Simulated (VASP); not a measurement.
Input of a VASP 6.6.1 run:

INCAR

```
SYSTEM = Nb
PREC = Accurate
ENCUT = 520
EDIFF = 1E-6
ISMEAR = -1
SIGMA = 0.05
LREAL = .False.
LASPH = .True.
NELM = 100
ALGO = Fast
ISIF = 2
LWAVE = .False.
LCHARG = .False.
LDIPOL = .True.
IDIPOL = 3
DIPOL = 0.5 0.5 0.500
GGA = PE
EFIELD = 0.1
LVHAR = .True.
LVACPOTAV = .True.
```

KPOINTS

```
Automatic mesh
0
Gamma
  8 8 1
  0 0 0
```

The input POSCAR:

```
Nb
1.0
    3.3279000000      0.0000000000      0.0000000000
    0.0000000000      3.3279000000      0.0000000000
    0.0000000000      0.0000000000     24.9837000000
Nb
7
Direct
    0.5000000000      0.5000000000      0.3001957276
    0.0000000000      0.0000000000      0.3667971517
    0.5000000000      0.5000000000      0.4333985759
    0.0000000000      0.0000000000      0.5000000000
    0.5000000000      0.5000000000      0.5666014241
    0.0000000000      0.0000000000      0.6332028483
    0.5000000000      0.5000000000      0.6998042724
```

Potentials or basis: VASP PAW PBE potentials, release 64 (Nb_sv).

The run is started by

```bash
$ cat potpaw_PBE.64/Nb_sv/POTCAR > POTCAR
$ mpirun -np 1 vasp_std > vasp.out
```

Q: What does it give for the work function of the upper face?

A: 3.40 eV.

Q: What does it give for the work function of the lower face?

A: 4.04 eV.

Q: Estimate the largest force.

A: 1.187 eV/Å.

Q: What does it give for the band gap on the k mesh?

A: None (metal or under the smearing width).

Forces on the atoms (eV/Å):
```
Nb   0.000  0.000  1.187
Nb   0.000  0.000 -0.788
Nb   0.000  0.000 -0.382
Nb   0.000  0.000  0.001
Nb   0.000  0.000  0.380
Nb   0.000  0.000  0.782
Nb   0.000  0.000 -1.179
```
